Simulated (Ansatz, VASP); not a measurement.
**Two plane-wave programs on Ir**

```
Ir
1.0
    -0.15358    1.97975    1.97975
     1.82617    0.00000    1.82617
     1.82617    1.82617    0.00000
Ir
1
Direct
  0.00000 0.00000 0.00000
```

Alike in both runs: task single point; functional PBEsol; k mesh 18 × 18 × 18; occupations gaussian, width 0.1 eV; no spin polarisation.

|  | VASP | Ansatz |
| --- | --- | --- |
| version | VASP 6.6.1 | Ansatz 0.2.0 |
| potentials or method | VASP PAW PBE potentials, release 64 (Ir) | scalar-relativistic, plane waves, PAW |
| plane-wave cutoff (eV) | 520 | 420 |
| valence electrons in the cell | 9 | 17 |

|  | VASP | Ansatz | Ansatz less VASP |
| --- | --- | --- | --- |
| gap on the k mesh at the Fermi level (eV) | none | none | - |
| pressure (GPa) | 19.8 | 18.5 | -1.31 |
| largest component of the traceless stress (GPa) | 23.97 | 23.84 | -0.132 |

A gap of «none» marks a metal or a gap that the smearing closes. The two sets of potentials don't hold the same shells in valence.

Caveats: so large a pressure means that the cell lies far from this level's equilibrium, or that cutoff or potentials fall short (VASP); the potentials were made for another functional, which shifts forces and pressure (VASP). Spin-orbit coupling is left out, which matters for the levels of Ir.
